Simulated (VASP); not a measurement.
HgSe:

```
CELL_PARAMETERS angstrom
0.00000 3.03900 3.03900
3.03900 0.00000 3.03900
3.03900 3.03900 0.00000
ATOMIC_POSITIONS crystal
Hg 0.00000 0.00000 0.00000
Se 0.75000 0.75000 0.75000
```

Base run:

| Item | Value |
| --- | --- |
| Program | VASP 6.6.1 |
| Functional | SCAN |
| Potentials or basis | VASP PAW PBE potentials, release 64 (Hg, Se) |
| Cutoff | 520 eV |
| k mesh | 6 × 6 × 6 |
| Occupations | fermi-dirac, width 0.05 eV |
| Spin | spin-orbit coupling, no magnetisation |

Its results: pressure 1.7 GPa.

Task: The run is repeated on the same cell with these changes: functional from SCAN to r2SCAN. What comes out?

Result: Pressure 2.9 GPa.

Caveats: the PAW data sets were made with another functional, which shifts forces and pressure a little.
